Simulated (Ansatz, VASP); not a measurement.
**Two plane-wave programs on Ge**

INCAR

```
SYSTEM = Ge
PREC = Accurate
ENCUT = 520
EDIFF = 1E-6
ISMEAR = 0
SIGMA = 0.1
LREAL = .False.
LASPH = .True.
NELM = 100
ALGO = Fast
ISIF = 2
LWAVE = .False.
LCHARG = .True.
GGA = PE
IVDW = 12
LELF = .True.
LVHAR = .True.
NBANDS = 36
```

KPOINTS

```
Automatic mesh
0
Gamma
  6 6 4
  0 0 0
```

File POSCAR:

```
Ge
1.0
    1.8784281405     -5.4448174679      0.0000000000
    1.8784281405      5.4448174679      0.0000000000
    0.0000000000      0.0000000000      4.3228343831
Ge
4
Direct
    0.1126485215      0.8873514785      0.9444358992
    0.6126485215      0.3873514785      0.5555641008
    0.8873514785      0.1126485215      0.0555641008
    0.3873514785      0.6126485215      0.4444358992
```

Input for Ansatz:

```yaml
crystal:
  lattice:
    - [1.8784281405, -5.4448174679, 0.0]
    - [1.8784281405, 5.4448174679, 0.0]
    - [0.0, 0.0, 4.3228343831]
  atoms:
    - { symbol: Ge, position: [0.1126485215, 0.8873514785, 0.9444358992] }
    - { symbol: Ge, position: [0.6126485215, 0.3873514785, 0.5555641008] }
    - { symbol: Ge, position: [0.8873514785, 0.1126485215, 0.0555641008] }
    - { symbol: Ge, position: [0.3873514785, 0.6126485215, 0.4444358992] }
basis:
  ecutwfc: 420
kpoints:
  mp_grid: { grid: [6, 6, 4] }
hamiltonian:
  xc: pbe
  dispersion: d3bj
scf:
  occupations: { method: gaussian, width: 0.1 }
output:
  forces: true
  stress: true
  eigenvalues: true
```

Alike in both runs: task single point; functional PBE; dispersion D3(BJ); k mesh 6 × 6 × 4; occupations gaussian, width 0.1 eV; no spin polarisation.

|  | VASP | Ansatz |
| --- | --- | --- |
| version | VASP 6.6.1 | Ansatz 0.2.0 |
| potentials or method | VASP PAW PBE potentials, release 64 (Ge_d) | scalar-relativistic, plane waves, PAW |
| plane-wave cutoff (eV) | 520 | 420 |
| valence electrons in the cell | 56 | 56 |

|  | VASP | Ansatz | Ansatz less VASP |
| --- | --- | --- | --- |
| gap on the k mesh at the Fermi level (eV) | none | none | - |
| pressure (GPa) | 2.7 | 2.8 | +0.03 |
| largest component of the traceless stress (GPa) | 0.18 | 0.17 | -0.008 |
| rms of the force components (eV/Å) | 0.503 | 0.502 | -0.0011 |

Atom by atom the forces differ by 0.001 eV/Å (rms over components). A gap of «none» marks a metal or a gap that the smearing closes. The functional is the same, so the differences come from potentials, cutoffs and numerics. Ansatz warned: «dispersion_switch_in_reach».

Caveats: the k mesh is coarse (spacing up to 0.36 Å⁻¹), so the values aren't converged; pairwise dispersion overbinds metals, which lowers pressure and volume.
